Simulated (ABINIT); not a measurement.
## In in ABINIT: the effect of functional

In:

```
In
1.0
    -1.88253    1.88253    1.88253
     1.88253   -1.88253    1.88253
     1.88253    1.88253   -1.88253
In
1
Cartesian
  0.0000 0.0000 0.0000
```

This isn't the form of In at room conditions, which is tetragonal.

Alike in all runs:

- Program: ABINIT 10.8.3 (patched build)
- Task: single point
- Potentials or basis: JTH PAW PBE v2.0
- Cutoff: 707 eV
- k mesh: 10 × 10 × 10
- Occupations: fermi-dirac, width 0.05 eV
- Spin: no spin polarisation

Question: One run gave: pressure 1.0 GPa. Which functional did it use?
A. BLYP
B. WC
C. PW91
D. revPBE
E. r2SCAN

Answer: C.

```csv
functional,pressure (GPa)
LDA,-3.4
PBEsol,-1.9
RPBE,2.6
BLYP,5.0
AM05,-1.8
r2SCAN,-0.5
SCAN,-0.5
revPBE,2.1
PW91,1.0
WC,-1.7
```

Caveats: the PAW data sets were made with another functional, which shifts forces and pressure a little.

Runs at the PBE level aren't shown here.
